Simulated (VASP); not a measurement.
Input of a VASP 6.6.1 run:

INCAR

```
PREC = Accurate
ENCUT = 520
EDIFF = 1E-6
ISMEAR = 0
SIGMA = 0.1
LREAL = False
LASPH = True
NELM = 60
ALGO = Fast
ISIF = 2
LWAVE = False
LCHARG = False
GGA = PE
NBANDS = 20
```

The input KPOINTS:

```
Automatic mesh
0
Gamma
  18 18 8
```

File POSCAR:

```
Nb
1.0
    2.8628280186      0.0000000000      0.0000000000
   -1.4314140093      2.4792817908      0.0000000000
    0.0000000000      0.0000000000      5.0993988319
Nb
2
Direct
    0.6666666700      0.3333333300      0.7500000000
    0.3333333300      0.6666666700      0.2500000000
```

Potentials or basis: VASP PAW PBE potentials, release 64 (Nb_sv).

The run is started by

```sh
$ cat potpaw_PBE.64/Nb_sv/POTCAR > POTCAR
$ mpirun -np 1 vasp_std > vasp.out
```

(1) Predict the pressure.

(2) Estimate the band gap on the k mesh.

Results:

(1) 4.7 GPa.

(2) none (metal or under the smearing width).
